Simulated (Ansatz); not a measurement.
# Dielectric response of GaN (10-10) films, part 4 of 4

Wanted: ε of wurtzite GaN (10-10) by finite fields on slabs, and the band edges against the vacuum where run.

Ansatz 0.2.0; plane-wave DFT, PBEsol, Ansatz PAW.

So far, gap on the k-mesh (eV): step 2 (relaxing the film, 12 atoms, units 3) 1.63; step 11 (single point on the relaxed film, 16 atoms, units 4) 1.61; step 12 (single point, 16 atoms, units 4, field 0.05 V/Å) 1.61; step 13 (single point, 16 atoms, units 4, field -0.05 V/Å) 1.61; step 15 (relaxation, 24 atoms, units 6) 1.65.

## (17) The relaxed film, single point, 24 atoms, units 6

The next thickness, treated alike, so that differences show the interior and the faces cancel.

input.yaml

```yaml
crystal:
  lattice:
    - [3.19, 0.0, 0.0]
    - [0.0, 5.19, 0.0]
    - [0.0, 0.0, 32.7339788697]
  atoms:
    - { symbol: Ga, position: [0.0, 0.0295737508, 0.2842935703] }
    - { symbol: "N", position: [0.0, 0.3751565675, 0.2763609212] }
    - { symbol: Ga, position: [0.5, 0.4940917721, 0.3007948226] }
    - { symbol: "N", position: [0.5, 0.8697214713, 0.303188542] }
    - { symbol: Ga, position: [0.5, 0.0018508995, 0.3611914074] }
    - { symbol: "N", position: [0.5, 0.3760475136, 0.3598227339] }
    - { symbol: Ga, position: [0.0, 0.4957868318, 0.3873366178] }
    - { symbol: "N", position: [0.0, 0.8737523091, 0.3878351154] }
    - { symbol: Ga, position: [0.0, -0.0011987522, 0.444229679] }
    - { symbol: "N", position: [0.0, 0.3748713944, 0.4440178864] }
    - { symbol: Ga, position: [0.5, 0.4978142517, 0.4718166452] }
    - { symbol: "N", position: [0.5, 0.8745319705, 0.4718954422] }
    - { symbol: Ga, position: [0.5, -0.0021857473, 0.5281833551] }
    - { symbol: "N", position: [0.5, 0.374531971, 0.5281045583] }
    - { symbol: Ga, position: [0.0, 0.4988012495, 0.5557703213] }
    - { symbol: "N", position: [0.0, 0.8748713955, 0.5559821139] }
    - { symbol: Ga, position: [0.0, -0.0042131648, 0.6126633824] }
    - { symbol: "N", position: [0.0, 0.3737523118, 0.6121648847] }
    - { symbol: Ga, position: [0.5, 0.5018509044, 0.6388085922] }
    - { symbol: "N", position: [0.5, 0.8760475189, 0.6401772662] }
    - { symbol: Ga, position: [0.5, -0.0059082225, 0.6992051772] }
    - { symbol: "N", position: [0.5, 0.3697214765, 0.696811458] }
    - { symbol: Ga, position: [0.0, 0.529573756, 0.7157064295] }
    - { symbol: "N", position: [0.0, 0.875156571, 0.7236390779] }
kpoints:
  mp_grid: { grid: [8, 6, 1] }
hamiltonian:
  xc: pbesol
scf:
  occupations: { method: fixed }
  convergence: { dr2_threshold: 1.0e-09 }
efield:
  axis: 3
  dipole_correction: true
  ramp_position: 0.97
  ramp_width: 0.06
output:
  eigenvalues: true
  dos: { projected: true, e_range: [-7, 7] }
  write_potential: true
  write_density: true
  volumetric_format: npy
checkpoint:
  write: end6.run
  compress: false
  write_wavefunctions: false
```

Started as:

```console
ansatz run input.yaml --threads 4 --pin off --max-ram 8192MiB --backend cpu --events-out ev --progress --plain --runs-dir out
```

Numbers of over 12 decimals in the logs are rounded to 6 here.

Log:

```text
[...]
Crystal: 24 atoms, lattice volume = 541.947 Å³
Basis set: ecut = 420 eV, 10611 PW (Γ)
Bands: 132, of which v1, the nominal top of the filled ones, is band 108 counted from 1 (107 counted from 0)
Symmetry: 2 space group operations
k-points: 20 of 48 (time reversal used)
[...]
k-point 0: bands = [... 104 lower, 1.9330, 1.9384, 1.9495, 1.9973, 3.6464, 4.0632, 4.9890, 5.8270, ... 20 higher]
  k-point 1: bands = [... 104 lower, 1.8533, 1.8725, 1.9035, 1.9108, 4.2250, 4.4298, 5.2425, 5.8980, ... 20 higher]
  k-point 2: bands = [... 104 lower, 1.6285, 1.6974, 1.8886, 1.9238, 4.9101, 4.9627, 5.8640, 5.9688, ... 20 higher]
  k-point 19: bands = [... 104 lower, 0.2862, 0.2862, 1.6209, 1.6209, 5.2447, 5.2447, 6.4167, 6.4167, ... 20 higher]
[key lines of the parts left out:]
SCF converged after 11 iterations
Free energy (F): -49470.509786 eV
Fermi energy:    1.997251 eV
Dipole field:    D = 0.000000 V/Å  (p = 0.000000 e·Å, saw-weighted, corrected)
Work function:   Φ+ = 5.7745 eV   Φ− = 5.7745 eV
```

Wall time 74 s (4 threads of Arm Neoverse V2, shared host); peak memory 2.4 GiB; 4.8 min of CPU time.

Running mean over 2.763 Å of the planar mean; the ramp of the sawtooth is left out. Electron's electrostatic potential energy less the highest filled level against z:

```csv
z (Å),electron's electrostatic potential energy less the highest filled level (eV)
4,5.77
5,5.77
6,5.75
7,5.39
8,1.71
9,-3.21
10,-4.62
11,-4.65
12,-4.37
13,-4.50
14,-4.46
15,-4.42
16,-4.47
17,-4.46
18,-4.42
19,-4.48
20,-4.47
21,-4.36
22,-4.76
23,-4.37
24,-2.22
25,3.08
26,5.60
27,5.76
28,5.77
29,5.77
```

The gap is 1.65 eV, with the valence edge 5.77 eV and the conduction edge 4.13 eV under the upper vacuum level.

## (18) Single point, 24 atoms, units 6, field 0.05 V/Å

input.yaml, as its differences from that of step 17:

```diff
@@ -36,3 +36,3 @@
   occupations: { method: fixed }
-  convergence: { dr2_threshold: 1.0e-09 }
+  convergence: { dr2_threshold: 1.0e-10 }
 efield:
@@ -42,5 +42,4 @@
   ramp_width: 0.06
+  amplitude: 0.05
 output:
-  eigenvalues: true
-  dos: { projected: true, e_range: [-7, 7] }
   write_potential: true
@@ -48,5 +47 @@
   volumetric_format: npy
-checkpoint:
-  write: end6.run
-  compress: false
-  write_wavefunctions: false
```

Log:

```text
[...]
Crystal: 24 atoms, lattice volume = 541.947 Å³
Basis set: ecut = 420 eV, 10611 PW (Γ)
Bands: 132, of which v1, the nominal top of the filled ones, is band 108 counted from 1 (107 counted from 0)
Symmetry: 2 space group operations
k-points: 20 of 48 (time reversal used)
[...]
k-point 0: bands = [... 104 lower, 1.8938, 1.9250, 1.9797, 2.0240, 3.6416, 4.0668, 4.9887, 5.8264, ... 20 higher]
  k-point 1: bands = [... 104 lower, 1.8321, 1.8405, 1.9344, 1.9371, 4.2132, 4.4403, 5.2421, 5.8971, ... 20 higher]
  k-point 2: bands = [... 104 lower, 1.6097, 1.7185, 1.8542, 1.9586, 4.8696, 5.0023, 5.8606, 5.9658, ... 20 higher]
  k-point 19: bands = [... 104 lower, 0.3100, 0.3301, 1.5620, 1.6796, 5.1883, 5.3005, 6.4095, 6.4208, ... 20 higher]
[key lines of the parts left out:]
SCF converged after 15 iterations
Free energy (F): -49470.511420 eV
Fermi energy:    2.023974 eV
Dipole field:    D = 0.021819 V/Å  (p = 0.065348 e·Å, saw-weighted, corrected)
```

The job ended after 87 s (4 threads; peak memory 2.3 GiB).

The dipole is 0.0653 e·Å, and the gap on the mesh 1.618 eV.

## (19) Atoms held, 24 atoms, units 6, field -0.05 V/Å

input.yaml, as its differences from that of step 18:

```diff
@@ -42,3 +42,3 @@
   ramp_width: 0.06
-  amplitude: 0.05
+  amplitude: -0.05
 output:
```

Log:

```text
[...]
Crystal: 24 atoms, lattice volume = 541.947 Å³
Basis set: ecut = 420 eV, 10611 PW (Γ)
Bands: 132, of which v1, the nominal top of the filled ones, is band 108 counted from 1 (107 counted from 0)
Symmetry: 2 space group operations
k-points: 20 of 48 (time reversal used)
[...]
k-point 0: bands = [... 104 lower, 1.8938, 1.9250, 1.9797, 2.0240, 3.6416, 4.0668, 4.9887, 5.8264, ... 20 higher]
  k-point 1: bands = [... 104 lower, 1.8321, 1.8405, 1.9344, 1.9371, 4.2132, 4.4403, 5.2421, 5.8971, ... 20 higher]
  k-point 2: bands = [... 104 lower, 1.6097, 1.7185, 1.8542, 1.9586, 4.8696, 5.0023, 5.8606, 5.9658, ... 20 higher]
  k-point 19: bands = [... 104 lower, 0.3100, 0.3301, 1.5620, 1.6796, 5.1883, 5.3005, 6.4095, 6.4208, ... 20 higher]
[key lines of the parts left out:]
SCF converged after 15 iterations
Free energy (F): -49470.511420 eV
Fermi energy:    2.023974 eV
Dipole field:    D = -0.021819 V/Å  (p = -0.065348 e·Å, saw-weighted, corrected)
```

Run time: 87 s. Hardware: 4 threads; peak memory 2.3 GiB.

The dipole is -0.0653 e·Å, and the gap on the mesh 1.618 eV.

## (20) Response with the atoms held, 24 atoms, units 6

This step: plane-wave DFT, PBEsol, Ansatz PAW; response to a field along the normal, atoms held (Ansatz 0.2.0).

Local field over the applied field, running mean. From the potentials at -0.05 and 0.05 V/Å; running mean over 2.763 Å, taken twice. Local field over applied field against z:

```csv
z (Å),local field over applied field
5,0.989
6,0.940
7,0.793
8,0.553
9,0.316
10,0.184
11,0.152
12,0.157
13,0.163
14,0.166
15,0.168
16,0.168
17,0.168
18,0.167
19,0.165
20,0.161
21,0.155
22,0.154
23,0.207
24,0.371
25,0.622
26,0.843
27,0.960
28,0.994
```

The induced dipole is that of a conductor 14.28 Å thick.

## (21) Field on, atoms free, 24 atoms, units 6, field 0.05 V/Å

This step: plane-wave DFT, PBEsol, Ansatz PAW (Ansatz 0.2.0).

The same pair of relaxations in the field for this thickness.

input.yaml, as its differences from that of step 19:

```diff
@@ -42,3 +42,6 @@
   ramp_width: 0.06
-  amplitude: -0.05
+  amplitude: 0.05
+relax:
+  f_tol: 0.0006
+  max_steps: 70
 output:
```

Log:

```text
[...]
Crystal: 24 atoms, lattice volume = 541.947 Å³
Basis set: ecut = 420 eV, 10611 PW (Γ), exchange–correlation on 48×72×450 points (8 copies of the dense FFT grid, shifted against one another)
Bands: 132, of which v1, the nominal top of the filled ones, is band 108 counted from 1 (107 counted from 0)
Symmetry: 2 space group operations
k-points: 20 of 48 (time reversal used)
[...]
- { symbol: Ga, position: [0.0, -0.00432965, 0.612671] }
    - { symbol: N, position: [0.0, 0.373633, 0.612159] }
    - { symbol: Ga, position: [0.5, 0.501721, 0.638836] }
    - { symbol: N, position: [0.5, 0.875912, 0.640148] }
    - { symbol: Ga, position: [0.5, -0.00609856, 0.699207] }
    - { symbol: N, position: [0.5, 0.369525, 0.696809] }
    - { symbol: Ga, position: [0.0, 0.529275, 0.715750] }
    - { symbol: N, position: [0.0, 0.874897, 0.723582] }
[key lines of the parts left out:]
SCF converged after 6 iterations
Free energy (F): -49470.511634 eV
Fermi energy:    2.005641 eV
Dipole field:    D = 0.023869 V/Å  (p = 0.071486 e·Å, saw-weighted, corrected)
```

Elapsed: 3.3 min, on 4 threads; peak memory 1.9 GiB; 13 min of CPU time.

Hardly anything moved in the relaxation; the energy changed by under 0.2 meV an atom.

The relaxation took 4 steps and lowered the energy by 1.5e-4 eV; the largest force on the free atoms ends at 4.1e-4 eV/Å.

The dipole is 0.0715 e·Å, and the gap on the mesh 1.639 eV.

## (22) Field on, atoms free, 24 atoms, units 6, field -0.05 V/Å

The opposite sign, again from the field-free geometry; the difference of the two cancels what relaxes without a field.

input.yaml, as its differences from that of step 21:

```diff
@@ -42,3 +42,3 @@
   ramp_width: 0.06
-  amplitude: 0.05
+  amplitude: -0.05
 relax:
```

Log:

```text
[...]
Crystal: 24 atoms, lattice volume = 541.947 Å³
Basis set: ecut = 420 eV, 10611 PW (Γ), exchange–correlation on 48×72×450 points (8 copies of the dense FFT grid, shifted against one another)
Bands: 132, of which v1, the nominal top of the filled ones, is band 108 counted from 1 (107 counted from 0)
Symmetry: 2 space group operations
k-points: 20 of 48 (time reversal used)
[...]
- { symbol: Ga, position: [0.0, -0.00411069, 0.612650] }
    - { symbol: N, position: [0.0, 0.373848, 0.612173] }
    - { symbol: Ga, position: [0.5, 0.502001, 0.638775] }
    - { symbol: N, position: [0.5, 0.876203, 0.640206] }
    - { symbol: Ga, position: [0.5, -0.00570696, 0.699202] }
    - { symbol: N, position: [0.5, 0.369931, 0.696812] }
    - { symbol: Ga, position: [0.0, 0.529888, 0.715657] }
    - { symbol: N, position: [0.0, 0.875436, 0.723699] }
[key lines of the parts left out:]
SCF converged after 6 iterations
Free energy (F): -49470.511634 eV
Fermi energy:    2.005641 eV
Dipole field:    D = -0.023869 V/Å  (p = -0.071486 e·Å, saw-weighted, corrected)
```

Run time: 3.3 min. Hardware: 4 threads; peak memory 1.9 GiB; 13 min of CPU time.

Hardly anything moved in the relaxation; the energy changed by under 0.2 meV an atom.

The relaxation took 4 steps and lowered the energy by 1.5e-4 eV; the largest force on the free atoms ends at 4.1e-4 eV/Å.

The dipole is -0.0715 e·Å, and the gap on the mesh 1.639 eV.

## (23) Response with the atoms relaxed, 24 atoms, units 6

This step: plane-wave DFT, PBEsol, Ansatz PAW; response to a field along the normal, atoms relaxed (Ansatz 0.2.0).

This step gave:

```yaml
equivalent_conductor_thickness_p_eps_0ae: 15.63 Å
inner_field_over_outer_field: 0.09545
local_eps_in_the_middle: 10.48
```

Local field over the applied field, running mean. From the potentials at -0.05 and 0.05 V/Å; running mean over 2.763 Å, taken twice. The local field over applied field by z:

z (Å), local field over applied field and a bar:
```
        5      0.990 ##############################
        6      0.930 ############################
        7      0.779 #######################
        8      0.496 ##############
        9      0.251 ######
       10      0.089 
       11      0.075 
       12      0.081 
       13      0.094 #
       14      0.094 #
       15      0.095 #
       16      0.095 #
       17      0.095 #
       18      0.095 #
       19      0.094 #
       20      0.095 #
       21      0.077 
       22      0.077 
       23      0.110 #
       24      0.307 ########
       25      0.575 ################
       26      0.831 #########################
       27      0.958 #############################
       28      0.994 ##############################
```

The induced dipole is that of a conductor 15.63 Å thick.

## (24) Electronic ε from the series

This step: plane-wave DFT, PBEsol, Ansatz PAW; permittivity from the thickness series, atoms held (Ansatz 0.2.0).

Each added layer adds t(1 − 1/ε) to the dipole term, so the slope against thickness gives ε without a choice of where the film ends.

Numbers from this step:

- slope: 0.8289
- intercept of the fit: 2.150 Å
- ε of the interior: 5.844

Table of equivalent conductor thickness by distance between the outer atoms:

```csv
distance between the outer atoms (Å),equivalent conductor thickness (Å)
6.38,7.44
9.13,9.72
14.64,14.3
```

By hand, from the thinnest and the thickest film: slope = (14.285 − 7.436) / (14.641 − 6.380) = 0.829, so ε = 1/(1 − 0.829) = 5.85.

## (25) Static ε from the series

This step: plane-wave DFT, PBEsol, Ansatz PAW; permittivity from the thickness series, atoms relaxed (Ansatz 0.2.0).

The same fit for the relaxed films. The nearer its slope lies to 1, the more ε hangs on small errors.

This step gave:

```yaml
slope: 0.9073
intercept_of_the_fit: 2.342 Å
eps_of_the_interior: 10.79
```

Equivalent conductor thickness against distance between the outer atoms:

```csv
distance between the outer atoms (Å),equivalent conductor thickness (Å)
6.38,8.13
14.64,15.6
```

By hand, from the thinnest and the thickest film: slope = (15.626 − 8.130) / (14.641 − 6.379) = 0.907, so ε = 1/(1 − 0.907) = 10.8. One nm of such a film has the capacitance of 3.9/10.8 = 0.36 nm of SiO₂ (its equivalent oxide thickness).

## (26) A changed input: efield.amplitude = -0.2

This step: plane-wave DFT, PBEsol, Ansatz PAW (Ansatz 0.2.0).

System of this step: GaN (10-10), 3 units. The cell holds 12 atoms: 6 Ga and 6 N. Its edges and angles: a = 3.190 Å, b = 5.190 Å, c = 24.446 Å, α = 90.0°, β = 90.0°, γ = 90.0°. It derives from GaN (wurtzite GaN). Vacuum lies along c.

A run with a changed input: it repeats the earlier run at 0.05 V/Å, 3 units with efield.amplitude from 0.05 to -0.2.

input.yaml

```yaml
crystal:
  lattice:
    - [3.19, 0.0, 0.0]
    - [0.0, 5.19, 0.0]
    - [0.0, 0.0, 24.4461157555]
  atoms:
    - { symbol: Ga, position: [0.0, 0.0270691005, 0.3804846635] }
    - { symbol: "N", position: [0.0, 0.3726415391, 0.3695135696] }
    - { symbol: Ga, position: [0.5, 0.4932104437, 0.4015572205] }
    - { symbol: "N", position: [0.5, 0.867737257, 0.4053145211] }
    - { symbol: Ga, position: [0.5, -0.002413172, 0.4839413328] }
    - { symbol: "N", position: [0.5, 0.3727548597, 0.4811783425] }
    - { symbol: Ga, position: [0.0, 0.4975868172, 0.5160586826] }
    - { symbol: "N", position: [0.0, 0.872754844, 0.5188216409] }
    - { symbol: Ga, position: [0.0, -0.0067895597, 0.5984427999] }
    - { symbol: "N", position: [0.0, 0.3677372565, 0.5946854552] }
    - { symbol: Ga, position: [0.5, 0.5270690876, 0.6195153408] }
    - { symbol: "N", position: [0.5, 0.8726415265, 0.6304864304] }
kpoints:
  mp_grid: { grid: [8, 6, 1] }
hamiltonian:
  xc: pbesol
scf:
  occupations: { method: fixed }
  convergence: { dr2_threshold: 1.0e-10 }
efield:
  axis: 3
  dipole_correction: true
  ramp_position: 0.97
  ramp_width: 0.06
  amplitude: -0.2
output:
  write_potential: true
  write_density: true
  volumetric_format: npy
```

Log:

```text
[...]
Crystal: 12 atoms, lattice volume = 404.732 Å³
Basis set: ecut = 420 eV, 7939 PW (Γ)
Bands: 66, of which v1, the nominal top of the filled ones, is band 54 counted from 1 (53 counted from 0)
Symmetry: 2 space group operations
k-points: 20 of 48 (time reversal used)
[...]
SCF iter   1: F=—  HF=-24745.935321 eV  |F-HF|=—  |Δ(HF+E_count)|=         —  Δρ=9.18e-2  dr2=4.35e1  ethr=3.10e-3  p=-0.159 e·Å  D=-7.11e-2 V/Å  ΔV_dip=1.74 eV  dr2_dipole=4.31e-3  V_vac-E_F(+/−)=9.30/11.98 eV  ⟨swp⟩=5.0  Hψ=5101  notcnv=0  defer=192
[...]
SCF iter  16: F=-24733.500889 eV  HF=-24733.500889 eV  |F-HF|=4.37e-11  |Δ(HF+E_count)|=  4.00e-11  Δρ=5.13e-8  dr2=6.21e-12  ethr=1.00e-12  p=-0.136 e·Å  D=-6.09e-2 V/Å  ΔV_dip=1.49 eV  dr2_dipole=6.90e-15  V_vac-E_F(+/−)=4.24/7.17 eV  ⟨swp⟩=18.4  Hψ=5611  notcnv=0
SCF 1 converged in 16 iterations: F = -24733.500889 eV  dr2 = 6.21e-12
[...]
SCF converged after 16 iterations
[...]
Free energy (F): -24733.500889 eV
[...]
Internal energy: -24733.500889 eV  (E = F + TS)
E sigma→0 (E₀):  -24733.500889 eV
Fermi energy:    -0.542775 eV
Dipole field:    D = -0.060850 V/Å  (p = -0.136103 e·Å, saw-weighted, corrected)
Work function:   not extracted (applied field tilts the vacuum); planar V_es + V_field profile in the machine report
[...]
--- Band table (eV; the first three rows and the last of 20) ---
  k-point 0: bands = [... 50 lower, -0.9548, -0.8556, -0.6489, -0.5620, 1.0644, 2.1280, 3.6699, 4.1344, ... 8 higher]
  k-point 1: bands = [... 50 lower, -0.9919, -0.9666, -0.6627, -0.5988, 1.5838, 2.2992, 3.5517, 3.9891, ... 8 higher]
  k-point 2: bands = [... 50 lower, -1.1975, -0.9608, -0.9132, -0.6284, 2.2695, 2.6368, 3.4707, 3.8209, ... 8 higher]
  k-point 19: bands = [... 50 lower, -2.3007, -2.2273, -1.0769, -0.8901, 2.6403, 2.8161, 4.1755, 4.1921, ... 8 higher]
```

It took 23 s on 4 threads; peak memory 1.1 GiB; 91 s of CPU time.

Numbers from this step:

```yaml
gap_on_the_k_mesh: 1.607 eV
dipole_along_the_normal: -0.1361 e·Å
```

```csv
quantity,this run,earlier run,difference
dipole along the normal (e·Å),-0.1361,0.03402,-0.17
gap on the k-mesh (eV),1.607,1.626,-0.019
```

The applied field differs between the two, so the dipoles differ in any case.

Besides the dipole, what moves beyond 0.01 in its unit (for the dipole 0.5 % and 5e-5 e·Å): gap on the k-mesh (-0.0189 eV).

## (27) The same run with other settings

This step: plane-wave DFT, PBEsol, Ansatz PAW, but for the change named below (Ansatz 0.2.0).

Another changed input: it repeats the earlier run at 0.05 V/Å, 3 units with total_charge to -1 and hamiltonian.xc from pbesol to r2scan.

input.yaml, as its differences from that of step 26:

```diff
@@ -21,3 +21,3 @@
 hamiltonian:
-  xc: pbesol
+  xc: r2scan
 scf:
@@ -30,3 +30,3 @@
   ramp_width: 0.06
-  amplitude: -0.2
+  amplitude: 0.05
 output:
@@ -35 +35,2 @@
   volumetric_format: npy
+total_charge: -1
```

Log:

```text
Error: efield: with total_charge ≠ 0 without external_charges — the saw-weighted dipole of a charged cell depends on the ramp position (the isolated-slab reference a dipole correction restores does not exist for a charged slab), so the field energy is ill-defined under the jellium convention; neutralise the cell or drop the efield: block, which crystal.periodic lets a charged slab do
```

The job ended after 0.01 s (4 threads; peak memory 0.024 GiB).

The input was rejected at the start.

The program's message: “Error: efield: with total_charge ≠ 0 without external_charges — the saw-weighted dipole of a charged cell depends on the ramp position (the isolated-slab reference a dipole correction restores does no …”

## (28) Outcome

```json
{
 "electronic ε from the thickness series": "5.84",
 "static ε from the thickness series": "10.8",
 "local electronic ε, middle of 6 units": "5.95"
}
```

In words: The films give an electronic ε of 5.84 and a static ε of 10.8. The slope of the series and the field inside the thickest film give 5.84 and 5.95, in agreement. Ions raise ε from 5.84 to 10.8. The static value rests on two thicknesses alone. The in-plane lattice constants are held at typed bulk values. Semilocal functionals tend to overestimate the electronic ε a little.

[Logs are printed without paths, hosts, clocks, repeated set-up lines and the standing remarks that a program may print on its own settings, such as how far it seeks lower states.]

[Hosts, paths, dates, database ids (printed as entryN), source tags and the programs' standing remarks are cut or masked in the printed files.]

[Maps of the electrostatic potential energy from Ansatz leave out the sawtooth potential of an applied field or a dipole correction, so their vacuum need not be flat; planar profiles and work functions include it.]
